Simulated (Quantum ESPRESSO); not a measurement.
# InPd (Pm-3m) in Quantum ESPRESSO: further runs

The runs below take InPd through phonons, with PBEsol.

All numbers are computed with Quantum ESPRESSO 7.5; they aren't measurements. Logs are shortened: lines on timing, memory, paths and dates and some standing lists are left out, and cuts for length are marked.

## 1. The structure

Symmetry: Pm-3m, No. 221, cubic system. Conventional cell: a = 3.272 Å, b = 3.272 Å, c = 3.272 Å, α = 90.00°, β = 90.00°, γ = 90.00°. In (site symmetry m-3m) is surrounded by 8 Pd at 2.83 Å. Pd (site symmetry m-3m) has 8 In at 2.83 Å as nearest neighbours.

The cell comes from a database or a generator and needn't be the stable form of this composition.

## 2. Phonons, PBEsol, target pressure 20 GPa, at which the enthalpy is minimised

Contents of pw.in:

```
&CONTROL
  calculation = 'scf'
  prefix = 'pwscf'
  outdir = './tmp'
  pseudo_dir = './pseudo'
  tprnfor = .true.
  tstress = .true.
  disk_io = 'low'
/
&SYSTEM
  ibrav = 0
  nat = 2
  ntyp = 2
  ecutwfc = 45
  ecutrho = 360
  nbnd = 22
  occupations = 'smearing'
  smearing = 'mv'
  degauss = 0.01469973
/
&ELECTRONS
  conv_thr = 4d-10
  electron_maxstep = 120
  mixing_beta = 0.5
/
ATOMIC_SPECIES
In   114.8180 in_pbesol_v1.4.uspp.F.UPF
Pd   106.4200 pd_pbesol_v1.4.uspp.F.UPF
CELL_PARAMETERS bohr
   6.1829661455    0.0000000000    0.0000000000
   0.0000000000    6.1829661455    0.0000000000
   0.0000000000    0.0000000000    6.1829661455
ATOMIC_POSITIONS bohr
In     0.0000000000    0.0000000000    0.0000000000
Pd     3.0914830728    3.0914830728    3.0914830728
K_POINTS automatic
8 8 8 0 0 0
```

Contents of relax.in:

```
&CONTROL
  calculation = 'vc-relax'
  prefix = 'pwscf'
  outdir = './tmp'
  pseudo_dir = './pseudo'
  tprnfor = .true.
  tstress = .true.
  disk_io = 'low'
  nstep = 40
  forc_conv_thr = 0.0001
  etot_conv_thr = 1d-06
/
&SYSTEM
  ibrav = 0
  nat = 2
  ntyp = 2
  ecutwfc = 45
  ecutrho = 360
  nbnd = 22
  occupations = 'smearing'
  smearing = 'mv'
  degauss = 0.01469973
/
&ELECTRONS
  conv_thr = 4d-10
  electron_maxstep = 120
  mixing_beta = 0.5
/
&IONS
  ion_dynamics = 'bfgs'
/
&CELL
  cell_dynamics = 'bfgs'
  press = 200
  press_conv_thr = 0.2
/
ATOMIC_SPECIES
In   114.8180 in_pbesol_v1.4.uspp.F.UPF
Pd   106.4200 pd_pbesol_v1.4.uspp.F.UPF
CELL_PARAMETERS bohr
   6.1829661455    0.0000000000    0.0000000000
   0.0000000000    6.1829661455    0.0000000000
   0.0000000000    0.0000000000    6.1829661455
ATOMIC_POSITIONS bohr
In     0.0000000000    0.0000000000    0.0000000000
Pd     3.0914830728    3.0914830728    3.0914830728
K_POINTS automatic
8 8 8 0 0 0
```

Contents of scf2.in:

```
&CONTROL
  calculation = 'scf'
  prefix = 'pwscf'
  outdir = './tmp'
  pseudo_dir = './pseudo'
  tprnfor = .true.
  tstress = .true.
  disk_io = 'low'
/
&SYSTEM
  ibrav = 0
  nat = 2
  ntyp = 2
  ecutwfc = 45
  ecutrho = 360
  nbnd = 22
  occupations = 'smearing'
  smearing = 'mv'
  degauss = 0.01469973
/
&ELECTRONS
  conv_thr = 1d-13
  electron_maxstep = 120
  mixing_beta = 0.5
  startingpot = 'file'
  startingwfc = 'file'
/
ATOMIC_SPECIES
In   114.8180 in_pbesol_v1.4.uspp.F.UPF
Pd   106.4200 pd_pbesol_v1.4.uspp.F.UPF
CELL_PARAMETERS bohr
   5.9129343415    0.0000000000    0.0000000000
   0.0000000000    5.9129343415    0.0000000000
   0.0000000000    0.0000000000    5.9129343415
ATOMIC_POSITIONS bohr
In     0.0000000000    0.0000000000    0.0000000000
Pd     2.9564671708    2.9564671708    2.9564671708
K_POINTS automatic
8 8 8 0 0 0
```

Contents of ph.in:

```
phonons of InPd
&INPUTPH
  prefix = 'pwscf'
  outdir = './tmp'
  tr2_ph = 1d-16
  fildyn = 'dyn'
  niter_ph = 60
  alpha_mix(1) = 0.4
/
0.0000000000 0.0000000000 0.0000000000
```

Contents of dynmat.in:

```
&INPUT
  fildyn = 'dyn'
  asr = 'crystal'
  filout = 'dynmat.disp'
  fileig = 'dynmat.eig'
/
```

Potentials or basis: GBRV 1.5 PBEsol.

Started as:

```sh
$ OMP_NUM_THREADS=1 pw.x -in pw.in > pw.out
$ OMP_NUM_THREADS=1 pw.x -in relax.in > relax.out
$ OMP_NUM_THREADS=1 pw.x -in scf2.in > scf2.out
$ OMP_NUM_THREADS=1 ph.x -in ph.in > ph.out
$ OMP_NUM_THREADS=1 dynmat.x -in dynmat.in > dynmat.out
```

pw.out:

```text
This program is part of the open-source Quantum ESPRESSO suite
     for quantum simulation of materials; please cite
[... 9 lines left out ...]
     --------------------
     sticks:   dense  smooth     PW     G-vecs:    dense   smooth      PW
     Sum        1093     553    177                27201     9771    1743

     Using Slab Decomposition

     bravais-lattice index     =            0
     lattice parameter (alat)  =       6.1830  a.u.
     unit-cell volume          =     236.3690 (a.u.)^3
     number of atoms/cell      =            2
     number of atomic types    =            2
     number of electrons       =        29.00
     number of Kohn-Sham states=           22
     kinetic-energy cutoff     =      45.0000  Ry
     charge density cutoff     =     360.0000  Ry
     scf convergence threshold =      4.0E-10
     mixing beta               =       0.5000
     number of iterations used =            8  plain     mixing
     Exchange-correlation= SLA  PW   PSX  PSC
                           (   1   4  10   8   0   0   0)

     celldm(1)=   6.182966  celldm(2)=   0.000000  celldm(3)=   0.000000
     celldm(4)=   0.000000  celldm(5)=   0.000000  celldm(6)=   0.000000

     crystal axes: (cart. coord. in units of alat)
               a(1) = (   1.000000   0.000000   0.000000 )
               a(2) = (   0.000000   1.000000   0.000000 )
               a(3) = (   0.000000   0.000000   1.000000 )

     reciprocal axes: (cart. coord. in units 2 pi/alat)
               b(1) = (  1.000000  0.000000  0.000000 )
               b(2) = (  0.000000  1.000000  0.000000 )
               b(3) = (  0.000000  0.000000  1.000000 )

     PseudoPot. # 1 for In read from file:
     in_pbesol_v1.4.uspp.F.UPF
     Pseudo is Ultrasoft + core correction, Zval = 13.0
     Generated by new atomic code, or converted to UPF format
     Using radial grid of  889 points,  6 beta functions with:
                l(1) =   0
                l(2) =   0
                l(3) =   1
                l(4) =   1
                l(5) =   2
                l(6) =   2
     Q(r) pseudized with  6 coefficients,  rinner =    1.400   1.400   1.400
                                                       1.400   1.400

     PseudoPot. # 2 for Pd read from file:
     pd_pbesol_v1.4.uspp.F.UPF
     Pseudo is Ultrasoft + core correction, Zval = 16.0
     Generated by new atomic code, or converted to UPF format
     Using radial grid of  887 points,  6 beta functions with:
                l(1) =   0
                l(2) =   0
                l(3) =   1
                l(4) =   1
                l(5) =   2
                l(6) =   2
     Q(r) pseudized with  8 coefficients,  rinner =    1.130   1.130   1.130
                                                       1.130   1.130

     atomic species   valence    mass     pseudopotential
     In               13.00   114.81800     In( 1.00)
     Pd               16.00   106.42000     Pd( 1.00)

     48 Sym. Ops., with inversion, found

   Cartesian axes

     site n.     atom                  positions (alat units)
         1        In     tau(   1) = (   0.0000000   0.0000000   0.0000000  )
         2        Pd     tau(   2) = (   0.5000000   0.5000000   0.5000000  )

     number of k points=    35  Marzari-Vanderbilt smearing, width (Ry)=  0.0147
                       cart. coord. in units 2pi/alat
        k(    1) = (   0.0000000   0.0000000   0.0000000), wk =   0.0039062
        k(    2) = (   0.0000000   0.0000000   0.1250000), wk =   0.0234375
        k(    3) = (   0.0000000   0.0000000   0.2500000), wk =   0.0234375
        k(    4) = (   0.0000000   0.0000000   0.3750000), wk =   0.0234375
        k(    5) = (   0.0000000   0.0000000  -0.5000000), wk =   0.0117188
        k(    6) = (   0.0000000   0.1250000   0.1250000), wk =   0.0468750
[... 27 lines left out ...]
        k(   34) = (   0.3750000  -0.5000000  -0.5000000), wk =   0.0234375
        k(   35) = (  -0.5000000  -0.5000000  -0.5000000), wk =   0.0039062

     Dense  grid:    27201 G-vectors     FFT dimensions: (  40,  40,  40)

     Smooth grid:     9771 G-vectors     FFT dimensions: (  27,  27,  27)

     Initial potential from superposition of free atoms

     starting charge      27.0000, renormalised to      29.0000

     negative rho (up, down):  7.853E-02 0.000E+00
     Starting wfcs are   21 randomized atomic wfcs +    1 random wfcs

     Self-consistent Calculation

     iteration #  1     ecut=    45.00 Ry     beta= 0.50
     Davidson diagonalization with overlap
     ethr =  1.00E-02,  avg # of iterations =  4.6

     negative rho (up, down):  7.332E-02 0.000E+00

     total energy              =    -328.05937066 Ry
     estimated scf accuracy    <       8.93216780 Ry

     iteration #  2     ecut=    45.00 Ry     beta= 0.50
     Davidson diagonalization with overlap
     ethr =  1.00E-02,  avg # of iterations =  2.0

     negative rho (up, down):  7.614E-02 0.000E+00

     total energy              =    -331.34631443 Ry
     estimated scf accuracy    <       5.15973061 Ry
[... 64 lines left out ...]
     iteration # 10     ecut=    45.00 Ry     beta= 0.50
     Davidson diagonalization with overlap
     ethr =  3.16E-10,  avg # of iterations =  2.4

     negative rho (up, down):  7.571E-02 0.000E+00

     total energy              =    -331.90555180 Ry
     estimated scf accuracy    <       0.00000003 Ry

     iteration # 11     ecut=    45.00 Ry     beta= 0.50
     Davidson diagonalization with overlap
     ethr =  1.08E-10,  avg # of iterations =  1.9

     negative rho (up, down):  7.571E-02 0.000E+00

     End of self-consistent calculation

          k = 0.0000 0.0000 0.0000 (  1213 PWs)   bands (ev):

   -34.1278 -34.1278 -34.1278   1.2424   1.2424   1.6554   1.6554   1.6554
     6.0049  12.3191  12.3191  13.8599  13.8599  13.8599  20.2942  20.2942
    20.2942  25.4476  26.7692  26.7692  30.9819  32.2839

          k = 0.0000 0.0000 0.1250 (  1217 PWs)   bands (ev):

   -34.1325 -34.1274 -34.1274   1.2509   1.2942   1.6397   1.6397   1.6603
     6.2541  12.3196  12.3533  13.6791  13.6791  13.8478  18.8027  20.7873
    20.7873  25.9182  26.6922  28.2043  30.9836  31.7045

          k = 0.0000 0.0000 0.2500 (  1221 PWs)   bands (ev):

   -34.1438 -34.1266 -34.1266   1.2717   1.4194   1.6017   1.6017   1.6719
     6.9958  12.2623  12.3208  13.3011  13.3011  13.8184  16.5682  22.0962
    22.0962  26.0852  26.4872  30.7841  30.8529  31.1228
[... 55 lines left out ...]
          k = 0.0000 0.3750 0.3750 (  1210 PWs)   bands (ev):

   -34.1525 -34.1522 -34.1236   1.3603   1.4149   1.5349   1.5501   1.7638
     9.5505  12.0127  13.1585  13.1701  13.3394  13.5058  15.4998  17.9839
    20.8193  25.2781  27.0976  28.0977  29.3447  30.9188

          k = 0.0000 0.3750-0.5000 (  1202 PWs)   bands (ev):

   -34.1569 -34.1519 -34.1232   1.3278   1.4239   1.5189   1.5388   1.8135
     9.8619  12.1825  13.1948  13.3644  13.4982  13.5508  14.8176  18.3701
    19.4773  25.5980  27.2757  27.7241  29.2020  30.9009

          k = 0.0000-0.5000-0.5000 (  1228 PWs)   bands (ev):

   -34.1564 -34.1564 -34.1228   1.2920   1.4327   1.5135   1.5135   1.8624
     9.9529  12.6363  13.4534  13.4534  13.7624  13.7624  14.4420  17.5711
    18.5832  25.5839  27.4645  27.4645  29.9321  30.8520

          k = 0.1250 0.1250 0.1250 (  1225 PWs)   bands (ev):

   -34.1320 -34.1316 -34.1316   1.3325   1.3325   1.6182   1.6182   1.6310
     6.7420  12.4076  12.4076  13.3597  13.5968  13.5968  19.5210  19.6625
    19.6625  28.1448  28.1448  28.4306  30.5830  30.5832

          k = 0.1250 0.1250 0.2500 (  1208 PWs)   bands (ev):

   -34.1430 -34.1309 -34.1308   1.3494   1.4605   1.5689   1.5781   1.6301
     7.4533  12.3665  12.4441  13.1847  13.1915  13.6246  17.2337  20.4269
    20.7990  27.6462  28.0013  28.8899  29.2981  30.9398

          k = 0.1250 0.1250 0.3750 (  1203 PWs)   bands (ev):
[... 29 lines left out ...]
          k = 0.1250 0.3750 0.3750 (  1205 PWs)   bands (ev):

   -34.1521 -34.1518 -34.1281   1.3682   1.4754   1.5151   1.5257   1.7655
     9.6700  12.0410  12.6508  12.9905  13.7732  13.8447  16.0070  17.9476
    20.9525  23.3162  26.9303  27.0635  29.2347  30.9416

          k = 0.1250 0.3750-0.5000 (  1202 PWs)   bands (ev):

   -34.1565 -34.1515 -34.1278   1.3376   1.4852   1.4976   1.5180   1.8152
     9.9828  12.1443  12.5587  12.9928  13.8702  14.5495  15.0933  18.3266
    19.6227  23.9118  26.0371  27.2181  29.1376  30.9270

          k = 0.1250-0.5000-0.5000 (  1204 PWs)   bands (ev):

   -34.1560 -34.1560 -34.1274   1.3056   1.4940   1.4940   1.4957   1.8641
    10.0870  12.5831  12.5831  12.8603  14.4482  14.8986  14.8986  17.4417
    18.6314  24.2806  26.5198  26.5198  28.3967  30.9291

          k = 0.2500 0.2500 0.2500 (  1196 PWs)   bands (ev):

   -34.1413 -34.1408 -34.1408   1.5016   1.5195   1.5195   1.5523   1.5523
     8.6585  12.4546  12.4546  13.2599  13.2599  13.3065  18.7308  18.8502
    18.8502  25.5663  26.3497  26.3497  30.9262  31.9053

          k = 0.2500 0.2500 0.3750 (  1202 PWs)   bands (ev):

   -34.1520 -34.1401 -34.1400   1.4343   1.4774   1.5206   1.5589   1.6864
     9.4670  12.0564  12.2271  13.2021  13.5053  13.9771  16.6911  19.3714
    20.3275  23.3841  24.2656  26.8769  30.2745  30.9506

          k = 0.2500 0.2500-0.5000 (  1202 PWs)   bands (ev):

   -34.1566 -34.1397 -34.1396   1.4050   1.4598   1.5224   1.5620   1.7428
    10.0197  11.6393  12.1281  13.1998  13.6028  14.8178  15.3996  19.9005
    21.5954  22.2204  22.7993  27.3975  29.3830  30.9467

          k = 0.2500 0.3750 0.3750 (  1199 PWs)   bands (ev):

   -34.1511 -34.1509 -34.1391   1.3855   1.4679   1.4683   1.6235   1.7694
    10.0102  11.8951  12.0547  13.3804  13.9314  14.5738  17.2400  17.8237
    20.6239  21.6667  24.5051  25.0362  28.3725  30.9505

          k = 0.2500 0.3750-0.5000 (  1204 PWs)   bands (ev):

   -34.1556 -34.1506 -34.1387   1.3604   1.4470   1.4687   1.6341   1.8200
    10.3216  11.8142  11.9076  13.4173  14.1098  15.6779  15.8914  18.2096
    20.1120  21.7961  23.5153  25.5481  27.1705  30.9513

          k = 0.2500-0.5000-0.5000 (  1208 PWs)   bands (ev):

   -34.1551 -34.1551 -34.1384   1.3371   1.4467   1.4467   1.6491   1.8671
    10.4672  11.8489  11.8489  13.4573  14.4629  16.4299  16.4299  17.0283
    18.8244  22.2709  24.5609  24.5609  25.6642  30.9523

          k = 0.3750 0.3750 0.3750 (  1202 PWs)   bands (ev):

   -34.1501 -34.1500 -34.1500   1.3913   1.4221   1.4221   1.7731   1.7731
    10.4758  11.6565  11.6565  14.0048  14.0048  15.4981  17.5352  18.8700
    18.8700  22.0171  22.8560  22.8560  26.2633  30.9556

          k = 0.3750 0.3750-0.5000 (  1206 PWs)   bands (ev):

   -34.1546 -34.1497 -34.1497   1.3769   1.4032   1.4201   1.7746   1.8356
    10.7558  11.5095  11.5185  14.0284  14.2662  16.3632  17.0323  18.1444
    20.7510  20.7831  21.3665  23.5770  24.8391  30.9565

          k = 0.3750-0.5000-0.5000 (  1192 PWs)   bands (ev):

   -34.1542 -34.1542 -34.1493   1.3684   1.4006   1.4006   1.8056   1.8702
    10.9732  11.3988  11.3988  14.1566  14.4776  16.3820  18.2000  18.2000
    19.3136  20.9335  22.3815  22.3815  23.1176  30.9577

          k =-0.5000-0.5000-0.5000 (  1208 PWs)   bands (ev):

   -34.1538 -34.1538 -34.1538   1.3811   1.3811   1.3811   1.8712   1.8712
    11.2470  11.2470  11.2470  14.4837  14.4837  16.0051  19.9182  19.9182
    19.9182  20.5086  20.5086  20.5086  21.7112  30.9587

     the Fermi energy is    16.0534 ev

!    total energy              =    -331.90555181 Ry
     estimated scf accuracy    <          2.4E-11 Ry
     smearing contrib. (-TS)   =      -0.00013499 Ry
     internal energy E=F+TS    =    -331.90541682 Ry

     The total energy is F=E-TS. E is the sum of the following terms:
     one-electron contribution =     -79.82324804 Ry
     hartree contribution      =      65.59290662 Ry
     xc contribution           =     -68.69153642 Ry
     ewald contribution        =    -248.98353898 Ry

     convergence has been achieved in  11 iterations

     negative rho (up, down):  7.571E-02 0.000E+00

     Forces acting on atoms (cartesian axes, Ry/au):

     atom    1 type  1   force =     0.00000000    0.00000000    0.00000000
     atom    2 type  2   force =     0.00000000    0.00000000    0.00000000

     Total force =     0.000000     Total SCF correction =     0.000000

     Computing stress (Cartesian axis) and pressure

     negative rho (up, down):  7.571E-02 0.000E+00
          total   stress  (Ry/bohr**3)                   (kbar)     P=      -41.00
  -0.00027869   0.00000000   0.00000000          -41.00        0.00        0.00
   0.00000000  -0.00027869   0.00000000            0.00      -41.00        0.00
   0.00000000   0.00000000  -0.00027869            0.00        0.00      -41.00

=------------------------------------------------------------------------------=
   JOB DONE.
=------------------------------------------------------------------------------=
```

It took 2.6 min on 1 thread of Intel Xeon 6975P-C (Granite Rapids), shared host; peak memory 0.15 GiB.

What came out:

* Free energy: -4515.6133 eV
* Relaxed volume: 15.32 Å³/atom
* Relaxed cell: a = 3.129 Å, b = 3.129 Å, c = 3.129 Å, α = 90.00°, β = 90.00°, γ = 90.00°
* Space group after relaxing (to 0.05 Å): Pm-3m (No. 221)
* Pressure after relaxing: 19.3 GPa
* Band gap on the k mesh: none (metal or under the smearing width)
* Highest phonon frequency at Γ: 192 cm⁻¹

The path:
```tsv
step	energy change (eV)	largest force (eV/Å)	pressure (GPa)	volume (Å³)
1	0.0000	0.0000	-4.10	35.03
2	0.1429	0.0000	17.96	30.90
3	0.1829	0.0000	20.57	30.56
4	0.1738	0.0000	19.99	30.64
5	0.1739	0.0000	20.00	30.63
```

Final structure:
```
CELL_PARAMETERS angstrom
3.12899 0.00000 0.00000
0.00000 3.12899 0.00000
0.00000 0.00000 3.12899
ATOMIC_POSITIONS crystal
In 0.00000 0.00000 0.00000
Pd 0.50000 0.50000 0.50000
```

Levels at points of the mesh, in eV from the Fermi level:
```csv
k point,band 11,band 12,band 13,band 14,band 15,band 16,band 17,band 18,band 19,band 20
"(0.00, 0.00, 0.00)",-4.45,-2.54,-2.54,-2.54,4.47,4.47,4.47,11.22,11.71,11.71
"(0.00, 0.00, -0.50)",-4.54,-3.82,-3.82,-2.69,-1.16,10.63,10.81,10.81,11.77,11.77
"(0.00, -0.50, -0.50)",-3.01,-3.01,-2.84,-2.84,-1.85,2.23,3.03,10.56,11.73,11.73
"(-0.50, -0.50, -0.50)",-5.74,-1.80,-1.80,0.54,4.08,4.08,4.08,5.02,5.02,5.02
```

Phonon frequencies in cm⁻¹ (negative: imaginary):
| q point | frequencies |
| --- | --- |
| (0.000, 0.000, 0.000) | -7 -7 -7 192 192 192 |

Optical modes at Γ, degenerate ones joined:
| cm⁻¹ | components | symmetry | active in |
| --- | --- | --- | --- |
| 192 | 3 | T1u | IR |

Caveat: the mesh is thin for the phonons of a metal; the cell is more than 3 GPa from zero pressure, which shifts response properties.

(Part 1 of 2 ends here.)
